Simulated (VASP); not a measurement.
# GaSb (F-43m) in VASP: settings compared

The runs below take GaSb through relaxation of cell and atoms, with r2SCAN, r2SCAN+rVV10.

All numbers are computed with VASP 6.6.1; they aren't measurements. Logs are shortened: lines on timing, memory, paths and dates and some standing lists are left out, and cuts for length are marked.

## 1. The structure

It takes space group F-43m (No. 216, cubic). Conventional cell: a = 6.137 Å, b = 6.137 Å, c = 6.137 Å, α = 90.00°, β = 90.00°, γ = 90.00°. Ga (site symmetry -43m) has 4 Sb at 2.66 Å as nearest neighbours. Around Sb (site symmetry -43m) lie 4 Ga at 2.66 Å.

The cell is a database's computed one.

## 2. Relaxation of cell and atoms, r2SCAN

INCAR

```
SYSTEM = GaSb
ALGO = Normal ; EDIFF = 1E-7
EDIFFG = -0.005 ; ENCUT = 600
IBRION = 2 ; ISIF = 3
ISMEAR = 0 ; LASPH = .True.
LCHARG = .False. ; LMIXTAU = .True.
LREAL = .False. ; LWAVE = .False.
METAGGA = R2SCAN ; NELM = 100
NSW = 90 ; PREC = Accurate
SIGMA = 0.1
```

KPOINTS

```
k-points
0
Gamma
  12 12 12
  0 0 0
```

POSCAR

```
GaSb
1.0
    0.0000000000      3.0686043200      3.0686043200
    3.0686043200      0.0000000000      3.0686043200
    3.0686043200      3.0686043200      0.0000000000
Ga Sb
1 1
Direct
    0.0000000000      0.0000000000      0.0000000000
    0.2500000000      0.2500000000      0.2500000000
```

Potentials or basis: VASP PAW PBE potentials, release 64 (Ga_d, Sb).

On the command line:

```console
$ cat potpaw_PBE.64/Ga_d/POTCAR potpaw_PBE.64/Sb/POTCAR > POTCAR
$ mpirun -np 1 vasp_std > vasp.out
```

OUTCAR:

```text
SYSTEM = GaSb
   EDIFF = 1E-7
   EDIFFG = -0.005
   ENCUT = 600
   IBRION = 2
   ISIF = 3
   ISMEAR = 0
   LASPH = .True.
   LREAL = .False.
   METAGGA = R2SCAN
   NELM = 100
   NSW = 90
   PREC = Accurate

 ion  position               nearest neighbor table
   1  0.000  0.000  0.000-   2 2.66   2 2.66   2 2.66   2 2.66
   2  0.250  0.250  0.250-   1 2.66   1 2.66   1 2.66   1 2.66

  LATTYP: Found a face centered cubic cell.
 ALAT       =     6.1372086400

  Lattice vectors:

 A1 = (   0.0000000000,   3.0686043200,   3.0686043200)
 A2 = (   3.0686043200,   0.0000000000,   3.0686043200)
 A3 = (   3.0686043200,   3.0686043200,   0.0000000000)

Analysis of symmetry for initial positions (statically):
=====================================================================
 Subroutine PRICEL returns:
 Original cell was already a primitive cell.

 Routine SETGRP: Setting up the symmetry group for a
 face centered cubic supercell.

 Subroutine GETGRP returns: Found 24 space group operations
 (whereof 24 operations were pure point group operations)
 out of a pool of 48 trial point group operations.

The static configuration has the point symmetry T_d .

Analysis of symmetry for dynamics (positions and initial velocities):
=====================================================================
 Subroutine PRICEL returns:
 Original cell was already a primitive cell.

 Routine SETGRP: Setting up the symmetry group for a
 face centered cubic supercell.

 Subroutine GETGRP returns: Found 24 space group operations
 (whereof 24 operations were pure point group operations)
 out of a pool of 48 trial point group operations.

The dynamic configuration has the point symmetry T_d .

 Subroutine INISYM returns: Found 24 space group operations
 (whereof 24 operations are pure point group operations),
 and found     1 'primitive' translations

----------------------------------------------------------------------------------------

                                     Primitive cell

  volume of cell :      57.7900

  direct lattice vectors                    reciprocal lattice vectors
     0.000000000  3.068604320  3.068604320    -0.162940525  0.162940525  0.162940525
     3.068604320  0.000000000  3.068604320     0.162940525 -0.162940525  0.162940525
     3.068604320  3.068604320  0.000000000     0.162940525  0.162940525 -0.162940525

  length of vectors
     4.339661847  4.339661847  4.339661847     0.282221269  0.282221269  0.282221269

  position of ions in fractional coordinates (direct lattice)
     0.000000000  0.000000000  0.000000000
     0.250000000  0.250000000  0.250000000

  ion indices of the primitive-cell ions
   primitive index   ion index
                 1           1
                 2           2

----------------------------------------------------------------------------------------

 KPOINTS: k-points

Automatic generation of k-mesh.
 Grid dimensions read from file:
 generate k-points for:   12   12   12

 Generating k-lattice:

  Cartesian coordinates                     Fractional coordinates (reciprocal lattice)
    -0.013578377  0.013578377  0.013578377     0.083333333  0.000000000  0.000000000
     0.013578377 -0.013578377  0.013578377     0.000000000  0.083333333  0.000000000
     0.013578377  0.013578377 -0.013578377     0.000000000  0.000000000  0.083333333

  Length of vectors
     0.023518439  0.023518439  0.023518439

  Shift w.r.t. Gamma in fractional coordinates (k-lattice)
     0.000000000  0.000000000  0.000000000

 Subroutine IBZKPT returns following result:
 ===========================================

 Found     72 irreducible k-points:

 Following reciprocal coordinates:
            Coordinates               Weight
  0.000000  0.000000  0.000000      1.000000
  0.083333  0.000000  0.000000      8.000000
  0.166667  0.000000  0.000000      8.000000
  0.250000  0.000000  0.000000      8.000000
  0.333333  0.000000  0.000000      8.000000
  0.416667  0.000000  0.000000      8.000000
[... 16 lines left out ...]
  0.500000  0.166667  0.000000     24.000000
 -0.416667  0.166667  0.000000     24.000000
 [... further k-points ...]
   k-points           NKPTS =     72   k-points in BZ     NKDIM =     72   number of bands    NBANDS=     13
   number of dos      NEDOS =    301   number of ions     NIONS =      2
   total plane-waves  NPLWV =  46656
   dimension x,y,z NGX =    36 NGY =   36 NGZ =   36
   dimension x,y,z NGXF=    72 NGYF=   72 NGZF=   72
   ions per type =               1   1
   NGX,Y,Z   is equivalent  to a cutoff of  13.79, 13.79, 13.79 a.u.
   NGXF,Y,Z  is equivalent  to a cutoff of  27.58, 27.58, 27.58 a.u.
 SYSTEM =  GaSb
   PREC   = accura    normal or accurate (medium, high low for compatibility)
   ISTART =      0    job   : 0-new  1-cont  2-samecut
   ICHARG =      2    charge: 1-file 2-atom 10-const
   ISPIN  =      1    spin polarized calculation?
   LNONCOLLINEAR =      F non collinear calculations
   LSORBIT =      F    spin-orbit coupling
   LASPH  =      T    aspherical Exc in radial PAW
   ENCUT  =  600.0 eV  44.10 Ry    6.64 a.u.   8.67  8.67  8.67*2*pi/ulx,y,z
   NELM   =    100;   NELMIN=  2; NELMDL= -5     # of ELM steps
   EDIFF  = 0.1E-06   stopping-criterion for ELM
   LREAL  =      F    real-space projection
   EDIFFG = -.5E-02   stopping-criterion for IOM
   NSW    =     90    number of steps for IOM
   IBRION =      2    ionic relax: 0-MD 1-quasi-New 2-CG
   NFREE  =      1    steps in history (QN), initial steepest desc. (CG)
   ISIF   =      3    stress and relaxation
   ISYM   =      2    0-nonsym 1-usesym 2-fastsym
   POTIM  = 0.5000    time-step for ionic-motion
   TEBEG  =    0.0;   TEEND  =   0.0 temperature during run
   PSTRESS=    0.0 pullay stress
   NELECT =      18.0000    total number of electrons
   NUPDOWN=      -1.0000    fix difference up-down
   EMIN   =  10.00;   EMAX   =-10.00  energy-range for DOS
   EFERMI =   0.00;   METHOD = LEGACY
   ISMEAR =     0;   SIGMA  =   0.10  broadening in eV -4-tet -1-fermi 0-gaus
   EFERMI_NEDOS =   21; number of points for ismear=-14 and -15
   IALGO  =     38    algorithm
   IMIX   =      4    mixing-type and parameters
     AMIX     =   0.40;   BMIX     =  1.00
     AMIX_MAG =   1.60;   BMIX_MAG =  1.00
  volume/ion in A,a.u.               =      28.89       194.99
  Fermi-wavevector in a.u.,A,eV,Ry     =   1.109723  2.097073 16.755387  1.231486
  Thomas-Fermi vector in A             =   2.246267
   LORBIT       =      0    0 simple, 1 ext, 2 COOP (PROOUT), +10 PAW based schemes
   METAGGA = R2SCAN    functional components
   LHFCALC =     F    Hartree Fock is set to
   AEXX    =    0.0000 exact exchange contribution
   IVDW    =     0    specifies the selected vdW correction
   LEPSILON=     F    determine dielectric tensor
   LRPA    =     F    only Hartree local field effects (RPA)
 conjugate gradient relaxation of ions
 non-spin polarized calculation
 Gauss-broadening in eV      SIGMA  =   0.10
  energy-cutoff  :      600.00
  volume of cell :       57.79
 maximum number of plane-waves:      1964
   NGX = 17   NGY = 17   NGZ = 17

--------------------------------------- Ionic step        1  -------------------------------------------

 number of electron      18.0000003 magnetization

 Free energy of the ion-electron system (eV)
  ---------------------------------------------------
  ext. energy  EPLUGINS =         0.00000000
  ---------------------------------------------------
  free energy    TOTEN  =       -37.60699069 eV

  energy without entropy =      -37.60698756  energy(sigma->0) =      -37.60698913

 E-fermi :   4.7898     XC(G=0):  -9.6784

 val. band max:        4.5876467458   @ k =   0.0000   0.0000   0.0000
 cond. band min:       4.9658170662   @ k =   0.0000   0.0000   0.0000
 fundamental gap:      0.3781703204
 Fermi energy:         4.7898250949

 k-point     1 :       0.0000    0.0000    0.0000
  band No.  band energies     occupation
      1     -10.8909      2.00000
      2     -10.8909      2.00000
      3     -10.8909      2.00000
      4     -10.8356      2.00000
      5     -10.8356      2.00000
      6      -7.2769      2.00000
      7       4.5876      1.99576
      8       4.5876      1.99575
      9       4.5876      1.99575
     10       4.9658      0.01281
     11       7.5719      0.00000
     12       7.5719      0.00000
     13       7.5719      0.00000

 k-point     2 :       0.0833    0.0000    0.0000
  band No.  band energies     occupation
      1     -10.8929      2.00000
      2     -10.8901      2.00000
      3     -10.8900      2.00000
      4     -10.8357      2.00000
      5     -10.8357      2.00000
      6      -7.2022      2.00000
      7       3.3549      2.00000
      8       4.4610      2.00000
      9       4.4610      2.00000
     10       5.7357      0.00000
     11       7.7469      0.00000
[... 412 lines left out ...]
 POSITION                                       TOTAL-FORCE (eV/Angst)
 -----------------------------------------------------------------------------------
      6.13365      6.13365      6.13365        -0.000000     -0.000000      0.000000
      1.53341      1.53341      1.53341         0.000000      0.000000     -0.000000
 -----------------------------------------------------------------------------------
    total drift:                                0.000007      0.000007      0.000007

  FREE ENERGIE OF THE ION-ELECTRON SYSTEM (eV)
  ---------------------------------------------------
  free  energy   TOTEN  =       -37.6070119617 eV

  energy  without entropy=      -37.6070095269  energy(sigma->0) =      -37.60701074

--------------------------------------- Ionic step        3  -------------------------------------------

 number of electron      18.0000003 magnetization

 Free energy of the ion-electron system (eV)
  ---------------------------------------------------
  ext. energy  EPLUGINS =         0.00000000
  ---------------------------------------------------
  free energy    TOTEN  =       -37.60701250 eV

  energy without entropy =      -37.60700995  energy(sigma->0) =      -37.60701123

 E-fermi :   4.8096     XC(G=0):  -9.6851

 val. band max:        4.6023140341   @ k =   0.0000   0.0000   0.0000
 cond. band min:       4.9912260300   @ k =   0.0000   0.0000   0.0000
 fundamental gap:      0.3889119960
 Fermi energy:         4.8095536205

 k-point     1 :       0.0000    0.0000    0.0000
  band No.  band energies     occupation
      1     -10.8791      2.00000
      2     -10.8791      2.00000
      3     -10.8791      2.00000
      4     -10.8235      2.00000
      5     -10.8235      2.00000
      6      -7.2725      2.00000
      7       4.6023      1.99662
      8       4.6023      1.99662
      9       4.6023      1.99662
     10       4.9912      0.01019
     11       7.5859      0.00000
     12       7.5860      0.00000
     13       7.5860      0.00000

 k-point     2 :       0.0833    0.0000    0.0000
  band No.  band energies     occupation
      1     -10.8811      2.00000
      2     -10.8782      2.00000
      3     -10.8782      2.00000
      4     -10.8236      2.00000
      5     -10.8236      2.00000
      6      -7.1977      2.00000
      7       3.3714      2.00000
      8       4.4753      2.00000
      9       4.4753      2.00000
     10       5.7574      0.00000
     11       7.7614      0.00000
[... 376 lines left out ...]
 POSITION                                       TOTAL-FORCE (eV/Angst)
 -----------------------------------------------------------------------------------
      0.00000      0.00000      0.00000         0.000000      0.000000      0.000000
      1.53357      1.53357      1.53357        -0.000000     -0.000000     -0.000000
 -----------------------------------------------------------------------------------
    total drift:                                0.000007      0.000007      0.000007

  FREE ENERGIE OF THE ION-ELECTRON SYSTEM (eV)
  ---------------------------------------------------
  free  energy   TOTEN  =       -37.6070125027 eV

  energy  without entropy=      -37.6070099526  energy(sigma->0) =      -37.60701123

 reached required accuracy - stopping structural energy minimisation
```

Wall time 7.5 min (1 thread of Intel Xeon Platinum 8375C at 2.90GHz (Ice Lake), shared host); peak memory 0.27 GiB.

Results:

| Property | Result |
| --- | --- |
| Free energy | -37.6070 eV |
| Relaxed volume | 28.85 Å³/atom |
| Relaxed cell | a = 4.338 Å, b = 4.338 Å, c = 4.338 Å, α = 60.00°, β = 60.00°, γ = 60.00° |
| Space group after relaxing (to 0.05 Å) | F-43m (No. 216) |
| Energy gained by relaxing | 0.0 meV/atom |
| Ionic steps | 3 |
| Pressure after relaxing | 0.0 GPa |
| Band gap on the k mesh | 0.39 eV, direct |

Final structure:
```yaml
crystal:
  lattice:
    - [0.00000, 3.06714, 3.06714]
    - [3.06714, 0.00000, 3.06714]
    - [3.06714, 3.06714, 0.00000]
  atoms:
    - { symbol: Ga, position: [0.00000, 0.00000, 0.00000] }
    - { symbol: Sb, position: [0.25000, 0.25000, 0.25000] }
```

Levels at points of the mesh, in eV from the valence-band top:
```
           k point  band 5  band 6  band 7  band 8  band 9  band 10  band 11  band 12  band 13
(0.00, 0.00, 0.00)  -15.43  -11.87    0.00    0.00    0.00     0.39     2.98     2.98     2.98
(0.50, 0.00, 0.00)  -15.43  -10.17   -6.54   -1.20   -1.20     0.67     4.01     4.01     6.93
(0.50, 0.50, 0.00)  -15.42   -9.30   -7.01   -2.67   -2.67     1.13     1.50     9.21     9.21
```

Caveat: the PAW data sets were made with another functional, which shifts forces and pressure a little; spin-orbit coupling is left out, which moves the levels of the heavy elements. A k mesh can miss the band edges.

(Part 1 of 2 ends here.)
